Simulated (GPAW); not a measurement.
Be:

```
Be
1.0
     2.28530    0.00000    0.00000
    -1.14265    1.97913    0.00000
     0.00000    0.00000    3.58420
Be
2
Direct
  0.66667 0.33333 0.75000
  0.33333 0.66667 0.25000
```

* Program: GPAW 26.7.0
* Task: relaxation of cell and atoms
* Functional: PBE
* Dispersion: D3
* Potentials or basis: GPAW PAW data sets (gpaw-data 1.2.1)
* Cutoff: 800 eV
* Basis: pw
* k mesh: 11 × 11 × 6
* Occupations: fermi-dirac, width 0.05 eV
* Spin: no spin polarisation

At the start: pressure -6.4 GPa; volume 8.11 Å³/atom.

How do energy, volume and symmetry change on relaxing?

Over 3 steps the energy falls by 9.1 meV/atom and the volume is 7.66 Å³/atom (-5.5 %); space group P6_3/mmc (No. 194, to 0.05 Å).

Step by step:
```csv
step,energy change (eV),largest force (eV/Å),pressure (GPa),volume (Å³)
1,0.0000,0.0000,-6.36,16.21
2,-0.0042,0.0000,-5.62,16.10
3,-0.0181,0.0000,0.29,15.32
```

Final structure:
```
Be
1.0
     2.23907    0.00000    0.00000
    -1.11953    1.93909    0.00000
     0.00000    0.00000    3.52792
Be
2
Direct
  0.66667 0.33333 0.75000
  0.33333 0.66667 0.25000
```

Caveat: later steps reuse the first step's grids; pairwise dispersion overbinds metals, which lowers pressure and volume.
